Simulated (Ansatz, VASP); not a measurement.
## Al38In10Ga10As20O57 (amorphous Al2O3 against InGaAs(110), 10.5 A) in two plane-wave programs

One calculation is typed for both programs; each brings its own data sets. How far apart do they land? Of the first pair: The structure shown is the start of the Ansatz relaxation below; VASP solves that cell, so the two are compared at the walk's first step.

Main program and level: Ansatz 0.2.0; plane waves, with VASP 6.6.1 beside it; single point at PBE.

**1. The structure**

The cell holds 135 atoms: 10 In, 20 As, 10 Ga, 38 Al and 57 O. Cell: a = 11.900 Å, b = 8.415 Å, c = 21.120 Å, α = 90.0°, β = 90.0°, γ = 90.0°. It derives from InGaAs2 (5 planes of zincblende GaAs(110)). A slab of 5 planes of zincblende GaAs(110) (starting lattice constant a = 5.95 A), 11.90 x 8.41 A in plane, 50 % of Ga replaced at random by In. 95 atoms (38 Al, 57 O) packed at random between the slab and its periodic image at 3.05 g/cm^3 (a layer of 10.5 A) and pushed apart as soft spheres. Langevin MD at fixed cell with the MACE-MP-0b2 small potential (Batatia et al., arXiv:2401.00096), steps of 1.5 fs: 0.63 ps at 3000 K with the crystal held, 3000 to 550 K in 1.8 ps with the crystal held, 550 to 300 K in 0.9 ps with its inner planes held; soft walls kept the melt out of the crystal while it was held. Then all atoms and the cell's height relaxed. The structure's axis is c.

**2. Ansatz: relaxation, PBE**

Ansatz runs on its default PAW (the set named soft_2) files.

The two programs are compared at the cell with which this relaxation starts, whose forces are those of its first step.

File input.yaml:

```yaml
crystal:
  lattice:
    - [11.9, 0.0, 0.0]
    - [0.0, 8.41457, 0.0]
    - [0.0, 0.0, 21.11971]
  atoms:
    - { symbol: In, position: [0.99289, 0.98786, 0.34085] }
    - { symbol: As, position: [0.13848, 0.99143, 0.03913] }
    - { symbol: Ga, position: [0.24482, 0.74484, 0.05783] }
    - { symbol: As, position: [0.39314, 0.75135, 0.14104] }
    - { symbol: In, position: [0.2445, 0.25398, 0.06386] }
    - { symbol: As, position: [0.4029, 0.25202, 0.14899] }
    - { symbol: In, position: [0.99442, 0.99925, 0.13274] }
    - { symbol: As, position: [0.12072, 0.9958, 0.23736] }
    - { symbol: Ga, position: [0.00247, 0.50094, 0.1355] }
    - { symbol: As, position: [0.11812, 0.50214, 0.23515] }
    - { symbol: In, position: [0.24916, 0.24899, 0.23879] }
    - { symbol: As, position: [0.38456, 0.22975, 0.33614] }
    - { symbol: In, position: [0.25606, 0.74877, 0.24096] }
    - { symbol: As, position: [0.38235, 0.75779, 0.34421] }
    - { symbol: Ga, position: [0.00594, 0.49517, 0.33438] }
    - { symbol: As, position: [0.12598, 0.51315, 0.04086] }
    - { symbol: As, position: [0.1254, 0.97035, 0.44553] }
    - { symbol: In, position: [0.26118, 0.71743, 0.45732] }
    - { symbol: In, position: [0.26805, 0.21474, 0.44194] }
    - { symbol: As, position: [0.13305, 0.46582, 0.42863] }
    - { symbol: Ga, position: [0.50866, 0.99611, 0.33256] }
    - { symbol: As, position: [0.62132, 0.0075, 0.0478] }
    - { symbol: Ga, position: [0.7476, 0.75121, 0.04687] }
    - { symbol: As, position: [0.87235, 0.73788, 0.14141] }
    - { symbol: Ga, position: [0.73506, 0.2654, 0.0394] }
    - { symbol: As, position: [0.87177, 0.26334, 0.13222] }
    - { symbol: Ga, position: [0.51402, 0.99799, 0.14686] }
    - { symbol: As, position: [0.64175, 0.99336, 0.23999] }
    - { symbol: Ga, position: [0.51564, 0.50519, 0.14069] }
    - { symbol: As, position: [0.64121, 0.4978, 0.23484] }
[... 99 atom lines left out ...]
    - { symbol: O, position: [0.72873, 0.17525, 0.59261] }
    - { symbol: O, position: [0.94203, 0.93065, 0.8917] }
    - { symbol: O, position: [0.78413, 0.83141, 0.6558] }
    - { symbol: O, position: [0.41232, 0.75587, 0.71936] }
    - { symbol: O, position: [0.67164, 0.47603, 0.86691] }
    - { symbol: O, position: [0.11281, 0.77929, 0.92752] }
kpoints:
  mp_grid: { grid: [1, 1, 1] }
hamiltonian:
  xc: pbe
scf:
  occupations: { method: fermi_dirac, width: 0.025 }
output:
  forces: true
relax:
  f_tol: 0.08
  max_steps: 90
  cell: { fix: [a, b, alpha, beta, gamma] }
```

On the command line:

```console
$ ansatz run input.yaml --threads 4 --pin off --max-ram 15872MiB --backend cpu --events-out ev --progress --plain --runs-dir out
```

Numbers of over 12 decimals in the logs are rounded to 6 here.

What it wrote:

```text
Engine: ansatz 0.2.0, x86_64-unknown-linux-gnu
Pseudopotentials: kind: paw
Pseudopotential: In, paw, valence charge 13, recommended cutoff 420 eV (normal), In.paw.azcp
Pseudopotential: As, paw, valence charge 15, recommended cutoff 420 eV (normal), As.paw.azcp
Pseudopotential: Ga, paw, valence charge 13, recommended cutoff 420 eV (normal), Ga.paw.azcp
Pseudopotential: Al, paw, valence charge 3, recommended cutoff 420 eV (normal), Al.paw.azcp
Pseudopotential: O, paw, valence charge 6, recommended cutoff 420 eV (normal), O.paw.azcp
Functional definition: PBE
  parameter kappa = 0.804
  parameter beta = 0.066725
  exchange = pbe_x(kappa = kappa, mu = beta*pi^2/3)
  correlation = pbe_c(beta = beta)
Crystal: 135 atoms, lattice volume = 2114.788 Å³
Basis set: ecut = 420 eV, 41289 PW (Γ), exchange–correlation on 160×120×288 points (8 copies of the dense FFT grid, shifted against one another)
Bands: 643, of which v1, the nominal top of the filled ones, is band 508 counted from 1 (507 counted from 0)
Symmetry: 1 space group operations
Space group: P1 (ITA 1), of the structure as read, at distance tolerance 1.3e-4 Å
k-points: 1
Non-local potential: In, projectors of the file, l = 0: 2, l = 1: 2, l = 2: 2, l = 3: 2
Non-local potential: As, projectors of the file, l = 0: 2, l = 1: 2, l = 2: 3, l = 3: 1
Non-local potential: Ga, projectors of the file, l = 0: 2, l = 1: 2, l = 2: 3, l = 3: 1
Non-local potential: Al, projectors of the file, l = 0: 2, l = 1: 2, l = 2: 1
Non-local potential: O, projectors of the file, l = 0: 2, l = 1: 2, l = 2: 1
PAW form: soft (Blöchl's): semilocal exchange-correlation on the pseudo side does not see the compensation charge
PAW one-centre angular grid: In, 590 points (default); XC on 64 Gauss nodes
PAW one-centre angular grid: As, 590 points (default); XC on 64 Gauss nodes
PAW one-centre angular grid: Ga, 590 points (default); XC on 64 Gauss nodes
PAW one-centre angular grid: Al, 110 points (default); XC on 64 Gauss nodes
PAW one-centre angular grid: O, 110 points (default); XC on 64 Gauss nodes
Initial density: superposition of atomic densities (neutral atoms: chi_scale 0, normalization atom), corrected by the library's trained network
Initial wavefunctions: pseudopotential atomic-orbital guess
Functional: x = pbe(κ = 0.804, μ = 0.219515), c = pbe(β = 0.066725)
SCF iter   1: F=—  HF=-243812.610004 eV  |F-HF|=—  |Δ(HF+E_count)|=         —  Δρ=4.81e-3  dr2=1.17e0  ethr=1.77e-3  ⟨swp⟩=6.0  Hψ=2657  notcnv=0  defer=49
preconditioner: auto → Resta (q_TF=auto, 2.415 Å⁻¹)  ε∞=3.7  [insulator: Δε(μ)=0.271 eV  Ē_g=14.127 eV  σ=0.025 eV  W_gap=0.99  n_scr=514 (ndim 8)  ℏωp=23.1 eV  f_vac=0.065  D(μ)=0.70/eV (n_scr^D=0)  ε∞_Penn≈3.7]
SCF iter   2: F=—  HF=-243812.457571 eV  |F-HF|=—  |Δ(HF+E_count)|=   1.52e-1  Δρ=2.90e-3  dr2=4.19e-1  ethr=1.15e-4  ⟨swp⟩=2.0  Hψ=746  notcnv=0  defer=128
preconditioner: auto → LDOS  [insulator: Δε(μ)=0.210 eV  Ē_g=14.114 eV  σ=0.025 eV  W_gap=0.97  n_scr=514 (ndim 8)  ℏωp=23.1 eV  f_vac=0.066  D(μ)=2.35/eV (n_scr^D=2)  ε∞_Penn≈3.7  β→1.0]
SCF iter   3: F=—  HF=-243812.473442 eV  |F-HF|=—  |Δ(HF+E_count)|=   1.59e-2  Δρ=1.53e-3  dr2=4.73e-1  ethr=4.12e-5  ⟨swp⟩=4.0  Hψ=786  notcnv=0  defer=128
SCF iter   4: F=—  HF=-243812.433994 eV  |F-HF|=—  |Δ(HF+E_count)|=   3.94e-2  Δρ=8.10e-4  dr2=6.15e-2  ethr=4.12e-5  ⟨swp⟩=2.0  Hψ=1022  notcnv=0  defer=128
SCF iter   5: F=—  HF=-243812.425088 eV  |F-HF|=—  |Δ(HF+E_count)|=   8.91e-3  Δρ=2.29e-4  dr2=1.89e-3  ethr=6.05e-6  ⟨swp⟩=2.0  Hψ=803  notcnv=0  defer=128
SCF iter   6: F=—  HF=-243812.425294 eV  |F-HF|=—  |Δ(HF+E_count)|=   2.06e-4  Δρ=1.34e-4  dr2=6.32e-4  ethr=1.86e-7  ⟨swp⟩=2.0  Hψ=902  notcnv=0  defer=128
SCF iter   7: F=—  HF=-243812.425215 eV  |F-HF|=—  |Δ(HF+E_count)|=   7.87e-5  Δρ=4.27e-5  dr2=4.46e-5  ethr=6.22e-8  ⟨swp⟩=2.0  Hψ=901  notcnv=0  defer=128
SCF iter   8: F=—  HF=-243812.425180 eV  |F-HF|=—  |Δ(HF+E_count)|=   3.53e-5  Δρ=1.83e-5  dr2=6.90e-6  ethr=4.39e-9  ⟨swp⟩=2.0  Hψ=1051  notcnv=0  defer=128
SCF iter   9: F=—  HF=-243812.425182 eV  |F-HF|=—  |Δ(HF+E_count)|=   2.82e-6  Δρ=8.10e-6  dr2=1.25e-6  ethr=6.79e-10  ⟨swp⟩=2.0  Hψ=906  notcnv=0  defer=128
SCF iter  10: F=—  HF=-243812.425183 eV  |F-HF|=—  |Δ(HF+E_count)|=   3.74e-7  Δρ=3.43e-6  dr2=1.94e-7  ethr=1.23e-10  ⟨swp⟩=2.0  Hψ=905  notcnv=0  defer=128
SCF iter  11: F=-243812.425183 eV  HF=-243812.425183 eV  |F-HF|=4.07e-9  |Δ(HF+E_count)|=   9.42e-8  Δρ=1.26e-6  dr2=3.01e-8  ethr=9.84e-12  ⟨swp⟩=4.0  Hψ=1618  notcnv=0
SCF 1 converged in 11 iterations: F = -243812.425183 eV  dr2 = 3.01e-8
  greatest PAW one-centre occupation: 0.999 electrons in one spin orbital (limit 2), on the As atom at site 16 (counted from 0), in its partial waves of l = 2
[...]
- { symbol: Ga, position: [0.517124, 0.513565, 0.136727] }
    - { symbol: As, position: [0.642379, 0.505919, 0.231497] }
    - { symbol: Ga, position: [0.756955, 0.255264, 0.229926] }
    - { symbol: As, position: [0.879742, 0.266403, 0.326845] }
    - { symbol: Ga, position: [0.762376, 0.749014, 0.240572] }
    - { symbol: As, position: [0.862887, 0.735242, 0.344978] }
    - { symbol: In, position: [0.510753, 0.511938, 0.331319] }
    - { symbol: As, position: [0.613082, 0.518398, 0.034443] }
    - { symbol: As, position: [0.616437, 0.036489, 0.428928] }
    - { symbol: In, position: [0.707655, 0.752415, 0.443423] }
    - { symbol: In, position: [0.750572, 0.284840, 0.427458] }
    - { symbol: As, position: [0.587756, 0.499096, 0.445831] }
    - { symbol: Al, position: [0.680135, 0.264701, 0.885980] }
    - { symbol: Al, position: [0.845835, 0.250874, 0.643388] }
    - { symbol: Al, position: [0.642374, 0.771385, 0.825348] }
    - { symbol: Al, position: [0.847178, 0.954968, 0.828914] }
    - { symbol: Al, position: [0.444056, 0.837956, 0.584151] }
    - { symbol: Al, position: [0.751039, 0.621505, 0.915651] }
    - { symbol: Al, position: [0.950082, 0.096350, 0.536574] }
    - { symbol: Al, position: [0.183666, 0.481369, 0.589287] }
    - { symbol: Al, position: [0.935488, 0.881294, 0.686379] }
    - { symbol: Al, position: [0.106443, 0.839429, 0.594883] }
    - { symbol: Al, position: [0.520476, 0.134899, 0.524723] }
    - { symbol: Al, position: [0.080227, 0.998548, 0.922235] }
    - { symbol: Al, position: [0.478252, 0.754906, 0.915778] }
    - { symbol: Al, position: [0.910217, 0.562342, 0.808657] }
    - { symbol: Al, position: [0.317813, 0.982835, 0.851232] }
    - { symbol: Al, position: [0.299451, 0.442504, 0.949446] }
    - { symbol: Al, position: [0.00355719, 0.529133, 0.658811] }
    - { symbol: Al, position: [0.452295, 0.520825, 0.549449] }
    - { symbol: Al, position: [0.462330, 0.115670, 0.964383] }
    - { symbol: Al, position: [0.643077, 0.451137, 0.781866] }
    - { symbol: Al, position: [0.776678, 0.627160, 0.694422] }
    - { symbol: Al, position: [0.650511, 0.345368, 0.616870] }
    - { symbol: Al, position: [0.120423, 0.269050, 0.847100] }
    - { symbol: Al, position: [0.904730, 0.300215, 0.903777] }
[...]
- { symbol: Al, position: [0.469658, 0.264352, 0.743132] }
    - { symbol: Al, position: [0.717588, 0.938765, 0.584951] }
    - { symbol: Al, position: [0.658485, 0.095489, 0.746865] }
    - { symbol: Al, position: [0.322228, 0.202377, 0.606684] }
    - { symbol: Al, position: [0.374566, 0.652645, 0.793404] }
    - { symbol: Al, position: [0.169515, 0.644824, 0.855281] }
    - { symbol: Al, position: [0.081280, 0.154829, 0.678240] }
    - { symbol: Al, position: [0.964968, 0.723253, 0.915279] }
    - { symbol: O, position: [0.405657, 0.948950, 0.921953] }
    - { symbol: O, position: [0.849071, 0.944021, 0.529086] }
    - { symbol: O, position: [0.773250, 0.185388, 0.711888] }
    - { symbol: O, position: [0.192215, 0.439044, 0.890184] }
    - { symbol: O, position: [0.813493, 0.184720, 0.844468] }
    - { symbol: O, position: [0.582688, 0.396809, 0.687984] }
    - { symbol: O, position: [0.176637, 0.230912, 0.620153] }
    - { symbol: O, position: [0.191273, 0.080757, 0.870380] }
    - { symbol: O, position: [0.561830, 0.196541, 0.919133] }
    - { symbol: O, position: [0.894719, 0.593675, 0.488596] }
    - { symbol: O, position: [0.357574, 0.978246, 0.632722] }
    - { symbol: O, position: [0.696264, 0.954715, 0.801367] }
    - { symbol: O, position: [0.602066, 0.248648, 0.796144] }
    - { symbol: O, position: [0.782813, 0.272630, 0.953894] }
    - { symbol: O, position: [0.926067, 0.657310, 0.717511] }
    - { symbol: O, position: [0.352985, 0.259563, 0.978518] }
    - { symbol: O, position: [0.371156, 0.130392, 0.527027] }
    - { symbol: O, position: [0.322241, 0.418359, 0.568011] }
    - { symbol: O, position: [0.972097, 0.735172, 0.608927] }
    - { symbol: O, position: [0.080169, 0.981591, 0.530001] }
    - { symbol: O, position: [0.563736, 0.967955, 0.573215] }
    - { symbol: O, position: [0.715669, 0.736434, 0.549425] }
    - { symbol: O, position: [0.926060, 0.00995757, 0.758058] }
    - { symbol: O, position: [0.780112, 0.462807, 0.632996] }
[...]
- { symbol: O, position: [0.471017, 0.480955, 0.772774] }
    - { symbol: O, position: [0.982969, 0.351877, 0.817800] }
    - { symbol: O, position: [0.730085, 0.170694, 0.594113] }
    - { symbol: O, position: [0.942060, 0.931929, 0.893508] }
    - { symbol: O, position: [0.782932, 0.841990, 0.660439] }
    - { symbol: O, position: [0.411839, 0.751471, 0.719488] }
    - { symbol: O, position: [0.670803, 0.477288, 0.866675] }
    - { symbol: O, position: [0.112324, 0.774152, 0.929719] }
```

**3. VASP: single point, PBE, start cell, pair 1**

The same cell, functional, mesh and smearing now go to VASP, with its own data sets.

Lines of VASP's logs that name or quote its potential files are left out, and so is its time.

File INCAR:

```
SYSTEM = Al38In10Ga10As20O57
PREC = Accurate
ENCUT = 520
EDIFF = 1E-06
NELM = 120
ISMEAR = -1
SIGMA = 0.025
LREAL = Auto
ALGO = Normal
GGA = PE
NBANDS = 502
LORBIT = 11
LWAVE = .FALSE.
LCHARG = .FALSE.
ISIF = 2
LASPH = .TRUE.
GGA_COMPAT = .FALSE.
EFERMI = MIDGAP
```

File POSCAR:

```
Al38In10Ga10As20O57
1.0
   11.9000000000      0.0000000000      0.0000000000
    0.0000000000      8.4145700000      0.0000000000
    0.0000000000      0.0000000000     21.1197100000
In As Ga Al O
10 20 10 38 57
Direct
    0.9928907563      0.9878579654      0.3408522181
    0.2445042017      0.2539761390      0.0638597784
    0.9944201681      0.9992548639      0.1327385651
    0.2491596639      0.2489847966      0.2387911576
    0.2560588235      0.7487726646      0.2409597480
    0.2611764706      0.7174341648      0.4573216204
    0.2680504202      0.2147346804      0.4419378865
    0.5060000000      0.4930257874      0.3343985310
    0.7198823529      0.7582443310      0.4417484899
    0.7823529412      0.2950952930      0.4385003393
    0.1384789916      0.9914350941      0.0391293252
    0.3931428571      0.7513515248      0.1410388684
    0.4028991597      0.2520152545      0.1489887882
    0.1207226891      0.9957965767      0.2373612138
    0.1181176471      0.5021409294      0.2351500092
    0.3845630252      0.2297443601      0.3361409792
    0.3823529412      0.7577927333      0.3442092718
    0.1259831933      0.5131456509      0.0408623035
    0.1254033613      0.9703526146      0.4455316858
    0.1330504202      0.4658229713      0.4286280446
    0.6213193277      0.0074988977      0.0477989518
    0.8723529412      0.7378749003      0.1414081917
    0.8717731092      0.2633408481      0.1322177246
    0.6417478992      0.9933603262      0.2399890908
    0.6412100840      0.4978032151      0.2348422398
    0.8839159664      0.2576839934      0.3268416091
    0.8686890756      0.7255748066      0.3427793279
    0.6206218487      0.5116007116      0.0430687732
    0.6227394958      0.0439951180      0.4279083378
    0.6017058824      0.4986113372      0.4438602613
[... 99 atom lines left out ...]
    0.7287310924      0.1752555389      0.5926123039
    0.9420336134      0.9306476742      0.8916978500
    0.7841260504      0.8314150337      0.6557997245
    0.4123193277      0.7558675013      0.7193612033
    0.6716386555      0.4760314550      0.8669105778
    0.1128067227      0.7792911581      0.9275222056
```

File KPOINTS:

```
Automatic mesh
0
Gamma
1 1 1
0 0 0
```

PAW data sets: In_d, As, Ga_d, Al and O (PBE family, release 64).

On the command line:

```console
$ export OMP_NUM_THREADS=3
$ mpirun -np 1 vasp_gam
```

What it wrote:

```text
[banner, memory and clock lines left out]
running    1 mpi-ranks, on    1 nodes
[...]
Offloading initialized ...    1 GPUs detected
[...]
LDA part: xc-table for (Slater+PW92), standard interpolation
 POSCAR, INCAR and KPOINTS ok, starting setup
[...]
entering main loop
       N       E                     dE             d eps       ncg     rms          rms(c)
DAV:   1     0.155003078129E+05    0.15500E+05   -0.33855E+05  1004   0.205E+03
DAV:   2     0.334864302500E+04   -0.12152E+05   -0.11584E+05  1044   0.598E+02
DAV:   3    -0.326444509938E+03   -0.36751E+04   -0.34172E+04  1274   0.277E+02
DAV:   4    -0.901789182921E+03   -0.57534E+03   -0.55644E+03  1488   0.117E+02
[...]
DAV:  19    -0.828373980421E+03   -0.22726E-05   -0.78995E-05  1152   0.149E-02    0.129E-02
DAV:  20    -0.828373980375E+03    0.45711E-07   -0.16990E-05  1184   0.904E-03    0.998E-03
DAV:  21    -0.828373980607E+03   -0.23145E-06   -0.87417E-06  1128   0.551E-03
   1 F= -.82837398E+03 E0= -.82836860E+03  d E =-.107536E-01
```

OUTCAR, selected parts (step 3):

```text
  Total       -0.8291577      0.7232701     12.0939895      5.6533020      4.5945397      3.7069034
  in kB       -0.6281754      0.5479542      9.1624861      4.2829789      3.4808535      2.8083745
  external PRESSURE =       3.0274217 kB  Pullay stress =       0.0000000 kB

 POSITION                                       TOTAL-FORCE (eV/Angst)
 -----------------------------------------------------------------------------------
     11.81540      8.31240      7.19870        -0.169642     -0.175386     -0.340887
      2.90960      2.13710      1.34870         0.227354     -0.413159      0.385156
     11.83360      8.40830      2.80340        -0.197281     -0.019570      0.174320
[...]
7.83370      0.83250     15.74280        -0.168769     -0.271228      0.355344
      3.80560      1.73180     12.80090         0.431731     -0.004931      0.035528
      4.46580      5.51390     16.75260        -0.022279      0.052869     -0.135219
      2.03940      5.41620     18.00960        -0.281317      0.211551     -0.039044
      0.94210      1.30220     14.28980         0.635749     -0.150615      0.859875
     11.50840      6.07040     19.30050        -0.168367      0.163989      0.026706
      4.84290      8.00760     19.45460        -0.113072     -0.038607      0.156952
     10.05000      7.92760     11.27560         0.637211      1.074538     -0.509704
      9.18540      1.57520     14.98740         0.269876      0.180771     -0.470240
      2.29060      3.71270     18.78940         0.211343      0.050366      0.248045
[...]
-----------------------------------------------------------------------------------
    total drift:                                0.009689      0.071153      0.017236

  FREE ENERGIE OF THE ION-ELECTRON SYSTEM (eV)
  ---------------------------------------------------
  free  energy   TOTEN  =      -828.3739806069 eV

  energy  without entropy=     -828.3632270038  energy(sigma->0) =     -828.36860381

[... 3 further parts left out ...]
[key lines of the parts left out:]
E-fermi :   4.8506
```

The run ends at a pressure of 0.30 GPa, with forces up to 2.8 eV/Å.

**4. Differences**

Known differences besides the potentials themselves: the data sets hold 1016 valence electrons in Ansatz (on its default PAW (the set named soft_2) files) and 816 in VASP; the cutoff is 420 eV in Ansatz and 520 eV in VASP (PREC = Accurate, projectors in real space). Total energies have different zeros and are not compared.

Forces on 10 of the 135 atoms, those with the largest forces and the largest differences (eV/Å; atoms numbered as in POSCAR):

```
atom          Ansatz x, y, z            VASP x, y, z
In10  -1.745, -0.716, -1.016  -1.736, -0.713, -0.998
Al42    -0.539, 0.133, 1.340    -0.546, 0.137, 1.325
Al47    0.367, -2.253, 1.247    0.375, -2.227, 1.242
Al70     1.697, 2.298, 0.129     1.696, 2.264, 0.121
Al72   -0.536, -0.698, 0.085   -0.557, -0.662, 0.097
 O80    0.642, 1.076, -0.509    0.637, 1.075, -0.510
 O98   -0.291, 0.667, -0.628   -0.295, 0.655, -0.586
O104    0.049, 0.017, -0.074    0.087, 0.010, -0.102
O116  -0.792, -0.672, -0.602  -0.795, -0.669, -0.604
O124   -0.072, 0.400, -1.075   -0.063, 0.386, -1.063
```

The forces differ by 10 meV/Å r.m.s., which is 2.9 % of the r.m.s. force of 0.351 eV/Å (both taken over all components).

(Part 1 of 2 ends here.)

[Lines on the potential files, build, host, timing and source positions are cut from VASP's logs without a mark.]

[Logs are printed without paths, hosts, clocks, repeated set-up lines and the standing remarks that a program may print on its own settings, such as how far it seeks lower states.]

[Hosts, paths, dates, database ids (printed as entryN), source tags and the programs' standing remarks are cut or masked in the printed files.]
